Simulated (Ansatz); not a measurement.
# HfN: the cost of one run

Program: Ansatz 0.2.0. Level of theory: DFT PBE, scalar-relativistic, plane waves, PAW. These are calculated values, not measurements.

## Step 1: The structure to begin with

It takes space group P6_3/mmc (No. 194, hexagonal). The conventional cell has a = 3.134 Å, b = 3.134 Å, c = 5.417 Å, α = 90.00°, β = 90.00°, γ = 120.00°. Hf (site symmetry -6m2) has 6 N at 2.26 Å in its first shell of neighbours. Around N (site symmetry -3m) lie 6 Hf at 2.26 Å.

As a file:

```cif
data_structure
_symmetry_space_group_name_H-M 'P6_3/mmc'
_symmetry_Int_Tables_number 194
_cell_length_a 3.1339
_cell_length_b 3.1339
_cell_length_c 5.4168
_cell_angle_alpha 90.000
_cell_angle_beta 90.000
_cell_angle_gamma 120.000
_cell_volume 46.07
loop_
_atom_site_label
_atom_site_type_symbol
_atom_site_symmetry_multiplicity
_atom_site_Wyckoff_symbol
_atom_site_fract_x
_atom_site_fract_y
_atom_site_fract_z
_atom_site_occupancy
Hf1 Hf 2 c 0.66667 0.33333 0.75000 1
N1 N 2 a 0.00000 0.00000 0.00000 1
```

The runs take a perfect supercell of 48 atoms; the defect goes to fractional position (0.542, 0.208, 0.000).

## Step 2: The perfect supercell

Input file input.yaml:

```yaml
crystal:
  lattice:
    - [-4.700862, 2.714044, 5.416768]
    - [4.700862, -2.714044, 5.416768]
    - [4.700862, 8.142132, -5.416767]
  atoms:
    - { symbol: Hf, position: [0.541667, 0.208333, 0.0] }
    - { symbol: Hf, position: [0.041667, 0.708333, 0.0] }
    - { symbol: Hf, position: [0.875, 0.041666, 0.166667] }
    - { symbol: Hf, position: [0.375, 0.541666, 0.166667] }
    - { symbol: Hf, position: [0.208334, 0.875, 0.333333] }
    - { symbol: Hf, position: [0.708334, 0.375, 0.333333] }
    - { symbol: Hf, position: [0.541667, 0.708333, 0.5] }
    - { symbol: Hf, position: [0.041667, 0.208333, 0.5] }
    - { symbol: Hf, position: [0.875, 0.541666, 0.666667] }
    - { symbol: Hf, position: [0.375, 0.041666, 0.666667] }
    - { symbol: Hf, position: [0.208334, 0.375, 0.833333] }
    - { symbol: Hf, position: [0.708334, 0.875, 0.833333] }
    - { symbol: Hf, position: [0.958333, 0.291667, 0.0] }
    - { symbol: Hf, position: [0.458333, 0.791667, 0.0] }
    - { symbol: Hf, position: [0.291666, 0.125, 0.166667] }
    - { symbol: Hf, position: [0.791666, 0.625, 0.166667] }
    - { symbol: Hf, position: [0.625, 0.958334, 0.333333] }
    - { symbol: Hf, position: [0.125, 0.458334, 0.333333] }
    - { symbol: Hf, position: [0.958333, 0.791667, 0.5] }
    - { symbol: Hf, position: [0.458333, 0.291667, 0.5] }
    - { symbol: Hf, position: [0.291666, 0.625, 0.666667] }
    - { symbol: Hf, position: [0.791666, 0.125, 0.666667] }
    - { symbol: Hf, position: [0.625, 0.458334, 0.833333] }
    - { symbol: Hf, position: [0.125, 0.958334, 0.833333] }
    - { symbol: "N", position: [0.0, 0.0, 0.0] }
    - { symbol: "N", position: [0.5, 0.5, 0.0] }
    - { symbol: "N", position: [0.333333, 0.833333, 0.166667] }
    - { symbol: "N", position: [0.833333, 0.333333, 0.166667] }
    - { symbol: "N", position: [0.666667, 0.666667, 0.333333] }
    - { symbol: "N", position: [0.166667, 0.166667, 0.333333] }
    - { symbol: "N", position: [0.0, 0.5, 0.5] }
    - { symbol: "N", position: [0.5, 0.0, 0.5] }
    - { symbol: "N", position: [0.333333, 0.333333, 0.666667] }
    - { symbol: "N", position: [0.833333, 0.833333, 0.666667] }
    - { symbol: "N", position: [0.666667, 0.166667, 0.833333] }
    - { symbol: "N", position: [0.166667, 0.666667, 0.833333] }
    - { symbol: "N", position: [0.25, 0.25, 0.0] }
    - { symbol: "N", position: [0.75, 0.75, 0.0] }
    - { symbol: "N", position: [0.583333, 0.083333, 0.166667] }
    - { symbol: "N", position: [0.083333, 0.583333, 0.166667] }
    - { symbol: "N", position: [0.916667, 0.916667, 0.333333] }
    - { symbol: "N", position: [0.416667, 0.416667, 0.333333] }
    - { symbol: "N", position: [0.25, 0.75, 0.5] }
    - { symbol: "N", position: [0.75, 0.25, 0.5] }
    - { symbol: "N", position: [0.583333, 0.583333, 0.666667] }
    - { symbol: "N", position: [0.083333, 0.083333, 0.666667] }
    - { symbol: "N", position: [0.916667, 0.416667, 0.833333] }
    - { symbol: "N", position: [0.416667, 0.916667, 0.833333] }
basis:
  ecutwfc: 420
  fft_grid_basis: typed
kpoints:
  mp_grid: { grid: [2, 2, 2] }
hamiltonian:
  xc: pbe
  pseudopotentials: { kind: paw }
scf:
  occupations: { method: gaussian, width: 0.05 }
output:
  forces: true
  stress: false
  eigenvalues: true
  bader: false
  write_density: true
  volumetric_format: npy
```

Launch:

```console
> ansatz run input.yaml --threads 8 --pin off --max-ram 16384MiB --backend cpu --events-out ev --progress --plain --runs-dir out
```

Q: Estimate wall time and peak memory on 8 threads of Arm Neoverse V2, shared host.

About 15 s, with a peak of 5.2 GiB.
